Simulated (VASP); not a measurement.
Wanted: the native input for a VASP 6.6.1 run.

```
Task                   : single point
Functional             : PBE
Potentials or basis    : VASP PAW PBE potentials, release 64 (Ga_d, As)
Cutoff                 : 520 eV
k mesh                 : 6 × 6 × 6
Occupations            : gaussian, width 0.02 eV
Spin                   : no spin polarisation
Further INCAR settings : ALGO = Fast; EDIFF = 1e-07
```

The structure of GaAs lies in POSCAR:

```
GaAs                                    
1.0
    0.0000000000      2.8747386393      2.8747386393
    2.8747386393      0.0000000000      2.8747386393
    2.8747386393      2.8747386393      0.0000000000
  Ga              As            
     1     1
Direct
     0.0000000000000000    0.0000000000000000    0.0000000000000000
     0.2500000000000000    0.2500000000000000    0.2500000000000000
```

The input as run:

INCAR

```
SYSTEM = GaAs
  ALGO = Fast
  EDIFF = 1E-7
  ENCUT = 520
  GGA = PE
  ISIF = 2
  ISMEAR = 0
  LASPH = .True.
  LCHARG = .False.
  LREAL = .False.
  LWAVE = .False.
  NELM = 80
  PREC = Accurate
  SIGMA = 0.02
```

KPOINTS

```
k-points
0
Gamma
  6 6 6
  0 0 0
```

Potentials or basis: VASP PAW PBE potentials, release 64 (Ga_d, As).

Run with:

```bash
$ cat potpaw_PBE.64/Ga_d/POTCAR potpaw_PBE.64/As/POTCAR > POTCAR
$ mpirun -np 1 vasp_std > vasp.out
```

Results of the run:

```json
{"Pressure": "0.0 GPa", "Band gap on the k mesh": "0.14 eV, direct"}
```

Run time: 9.6 s on 1 thread of Intel(R) Xeon(R) Platinum 8488C (Sapphire Rapids), with other jobs on the host, peak memory 0.16 GiB.
